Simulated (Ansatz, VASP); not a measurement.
**Hf in VASP and in Ansatz**

```
Hf
1.0
     3.03722    0.00000    0.00000
    -1.51861    2.63031    0.00000
     0.00000    0.00000    4.84335
Hf
2
Direct
  0.33333 0.66667 0.25000
  0.66667 0.33333 0.75000
```

Alike in both runs: functional LDA; k mesh 16 × 16 × 10; occupations gaussian, width 0.1 eV; no spin polarisation.

Ansatz relaxed the structure, and its values are those at the end. VASP's run is a single point on that final structure, the one shown.

```csv
,VASP,Ansatz
version,VASP 6.6.1,Ansatz 0.2.0
potentials or method,"VASP PAW LDA potentials, release 64 (Hf_pv)","scalar-relativistic, plane waves, PAW"
plane-wave cutoff (eV),520,420
valence electrons in the cell,20,52
```

VASP gave:

```
gap on the k mesh at the Fermi level (eV) : none
pressure (GPa)                            : 10.2
```

Problem. Estimate Ansatz's values.

Solution. gap on the k mesh at the Fermi level (eV): none; pressure (GPa): 10.0.

A gap of «none» marks a metal or a gap that the smearing closes. The two sets of potentials don't hold the same shells in valence.

Spin-orbit coupling is left out, which matters for the levels of Hf.
